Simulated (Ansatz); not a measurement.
Rows from a G0W0 calculation on BeS (honeycomb bilayer) (Ansatz 0.2.0; G0W0 on PBEsol, plane waves, PAW; 6×6×1 mesh, 465 empty bands, screening to 75 eV), in eV. Spin-orbit coupling is left out.

| row | k | band | start | Σx | Σc at the solution | Vxc |
| --- | --- | --- | --- | --- | --- | --- |
| A | (0.000, -0.500, 0.000) | v1 | -6.496 | -17.329 | 1.909 | -14.157 |
| B | (0.333, 0.333, 0.000) | c2 | -1.420 | -4.074 | -3.742 | -8.906 |
| C | (0.333, 0.333, 0.000) | v1 | -6.207 | -17.664 | 1.842 | -14.590 |
| D | (0.000, -0.500, 0.000) | c2 | -1.527 | -4.263 | -3.529 | -8.866 |
| E | (0.333, 0.333, 0.000) | c1 | -2.520 | -3.943 | -3.437 | -8.349 |
| F | (0.000, -0.500, 0.000) | c1 | -2.697 | -4.113 | -3.222 | -8.265 |

**Question.** Work out each quasiparticle level and how far it moved.

The quasiparticle equation reads E = start + Σx + Σc(E) − Vxc.

```csv
row,E (eV),shift (eV)
A,-7.759,−1.263
B,-0.330,+1.090
C,-7.439,−1.232
D,-0.453,+1.074
E,-1.551,+0.969
F,-1.767,+0.930
```

The gap over the computed points goes from 3.51 eV to 5.67 eV.

Limits: not at the basis limit; coarse mesh for a sheet.

[Paths, hosts, dates, memory and timing lines, banners, echoed tables and standing remarks are left out of the program output.]

[Logs are printed without paths, hosts, clocks, repeated set-up lines and the standing remarks that a program may print on its own settings, such as how far it seeks lower states.]

[Runs of the session that timed out or met a known fault of the program may be left out.]

[Cells called generated may have been cut or substituted from an entry of the Crystallography Open Database or the Materials Project.]

[Hosts, paths, dates, database ids (printed as entryN), source tags and the programs' standing remarks are cut or masked in the printed files.]
